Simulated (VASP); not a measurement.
# BaS: spectrum averaged over shifted meshes

BaS, Fm-3m (no. 225), 2 atoms in the cell. PBE, BSE with a model dielectric function, averaged over shifted meshes; PAW potentials Ba_sv_GW, S_GW (PBE set).

Shifts along each reciprocal axis: 2; k mesh of the G0W0 step: 4 × 4 × 4.

## Input

INCAR.step1:
```
SYSTEM = BaS
PREC = Accurate ; ENCUT = 260
ISMEAR = 0 ; SIGMA = 0.02
EDIFF = 1E-8 ; LASPH = .True.
KPAR = 4 ; LWAVE = .False.
LCHARG = .False. ; LEPSILON = .True.
LRPA = .True.
```

INCAR.step2, as INCAR.step1 but for:
```
- LWAVE = .False.
- LEPSILON = .True.
- LRPA = .True.
+ LWAVE = .True.
```

INCAR.step3, as INCAR.step2 but for:
```
- EDIFF = 1E-8
+ EDIFF = 1E-7
+ ALGO = Exact
+ NELM = 1
+ LOPTICS = .True.
+ ISTART = 1
+ NBANDS = 68
+ NEDOS = 2000
```

INCAR.step4:
```
SYSTEM = BaS
PREC = Accurate ; ENCUT = 260
ISMEAR = 0 ; SIGMA = 0.02
LASPH = .True. ; KPAR = 4
LWAVE = .True. ; LCHARG = .False.
ALGO = EVGW0 ; NELMGW = 1
ISTART = 1 ; NBANDS = 68
ENCUTGW = 120 ; NOMEGA = 96
OMEGAMAX = 30 ; NBANDSGW = 24
PRECFOCK = Fast
```

INCAR.step5:
```
SYSTEM = BaS
PREC = Accurate ; ENCUT = 260
ISMEAR = 0 ; SIGMA = 0.02
EDIFF = 1E-7 ; LASPH = .True.
KPAR = 4 ; LWAVE = .True.
LCHARG = .False. ; LOPTICS = .True.
LPEAD = .False. ; ISYM = -1
NBANDS = 20
```

INCAR.step6:
```
SYSTEM = BaS
PREC = Accurate ; ENCUT = 260
ISMEAR = 0 ; SIGMA = 0.02
EDIFF = 1E-7 ; LASPH = .True.
KPAR = 4 ; LWAVE = .False.
LCHARG = .False. ; ALGO = TDHF
NBANDS = 20 ; NBANDSO = 4
NBANDSV = 4 ; IBSE = 3
LHARTREE = .True. ; LADDER = .True.
LFXC = .False. ; LHFCALC = .True.
LMODELHF = .True. ; AEXX = 0.2265
HFSCREEN = 1.17 ; SCISSOR = 1.104
ENCUTGW = 120 ; PRECFOCK = Fast
ANTIRES = 0 ; OMEGAMAX = 25
CSHIFT = 0.15 ; NOMEGA = 1000
ISTART = 1 ; ISYM = -1
BSEPREC = High
```

KPOINTS.step1:
```
k-points
0
Gamma
  7 7 7
```

KPOINTS.step2:
```
k-points
0
Gamma
  4 4 4
```

KPOINTS.step5:
```
Shifted mesh
0
Gamma
  6 6 6
  0.000000 0.000000 0.000000
```

KPOINTS.step7:
```
Shifted mesh
0
Gamma
  6 6 6
  0.500000 0.000000 0.000000
```

KPOINTS.step9:
```
Shifted mesh
0
Gamma
  6 6 6
  0.500000 0.500000 0.000000
```

POSCAR:
```
BaS
1.0
    0.0000000000      3.1937500000      3.1937500000
    3.1937500000      0.0000000000      3.1937500000
    3.1937500000      3.1937500000      0.0000000000
Ba S
1 1
Direct
    0.0000000000      0.0000000000      0.0000000000
    0.5000000000      0.5000000000      0.5000000000
```

Commands (each step's output is kept before the next begins):
```
cat potpaw_PBE.64/Ba_sv_GW/POTCAR potpaw_PBE.64/S_GW/POTCAR > POTCAR
cp INCAR.step1 INCAR
cp KPOINTS.step1 KPOINTS
mpirun -np 4 vasp_std > vasp.out
rm WAVECAR CHG
cp INCAR.step2 INCAR
cp KPOINTS.step2 KPOINTS
mpirun -np 4 vasp_std > vasp.out
cp INCAR.step3 INCAR
mpirun -np 4 vasp_std > vasp.out
cp INCAR.step4 INCAR
mpirun -np 4 vasp_std > vasp.out
rm W*.tmp WAVECAR CHG WAVEDER
cp INCAR.step5 INCAR
cp KPOINTS.step5 KPOINTS
mpirun -np 4 vasp_std > vasp.out
cp INCAR.step6 INCAR
mpirun -np 4 vasp_std > vasp.out
rm WAVECAR CHG WAVEDER
cp INCAR.step5 INCAR
cp KPOINTS.step7 KPOINTS
mpirun -np 4 vasp_std > vasp.out
cp INCAR.step6 INCAR
mpirun -np 4 vasp_std > vasp.out
rm WAVECAR CHG WAVEDER
cp INCAR.step5 INCAR
cp KPOINTS.step9 KPOINTS
mpirun -np 4 vasp_std > vasp.out
cp INCAR.step6 INCAR
mpirun -np 4 vasp_std > vasp.out
```

## Result

- ε at zero frequency, electronic: 3.74
- Mean energy of the absorption, weighted by Im ε (eV): 5.83

One row for each shifted mesh, with its weight in the average:

| Settings | Weight | ε at zero frequency | Mean energy of the absorption, weighted by Im ε (eV) | Time (s) |
|---|---|---|---|---|
| shift 0/2 0/2 0/2 | 1 | 3.75 | 5.83 | 21 |
| shift 1/2 0/2 0/2 | 4 | 3.74 | 5.85 | 24 |
| shift 1/2 1/2 0/2 | 3 | 3.74 | 5.82 | 23 |

Dielectric function, mean of the diagonal:

| Energy (eV) | Real part | Imaginary part |
|---|---|---|
| 0.5 | 3.77 | 0.02 |
| 1.0 | 3.86 | 0.04 |
| 1.5 | 4.03 | 0.07 |
| 2.0 | 4.33 | 0.12 |
| 2.5 | 4.90 | 0.26 |
| 3.0 | 6.11 | 1.39 |
| 3.5 | 4.52 | 2.32 |
| 4.0 | 4.65 | 2.53 |
| 4.5 | 5.30 | 3.92 |
| 5.0 | 3.68 | 4.23 |
| 5.5 | 3.22 | 5.25 |
| 6.0 | 1.89 | 5.70 |
| 6.5 | 0.41 | 6.19 |
| 7.0 | -1.22 | 4.80 |
| 7.5 | -2.36 | 3.61 |
| 8.0 | -2.25 | 2.31 |
| 8.5 | -2.36 | 1.00 |
| 9.0 | -1.36 | 0.30 |
| 9.5 | -0.78 | 0.14 |
| 10.0 | -0.41 | 0.09 |
| 10.5 | -0.15 | 0.07 |
| 11.0 | 0.04 | 0.05 |
| 11.5 | 0.20 | 0.04 |
| 12.0 | 0.35 | 0.04 |

The mean energy covers the spectrum up to 12 eV.

AEXX = 0.2265 is one over the ε of the first step (4.4), and HFSCREEN = 1.17 comes from the density of valence electrons; SCISSOR = 1.104 eV is the gap of the G0W0 step less the Kohn-Sham gap.

Limits: Spin-orbit coupling is left out, which can matter with atoms this heavy; the scissor comes from a small G0W0 step, so absolute energies aren't converged; the pairs hold 4 valence and 4 conduction bands, and what lies beyond is missing from ε.

VASP 6.6.1 took 155 s on 4 cores (Intel Xeon 6975P-C (Granite Rapids)), a shared host.
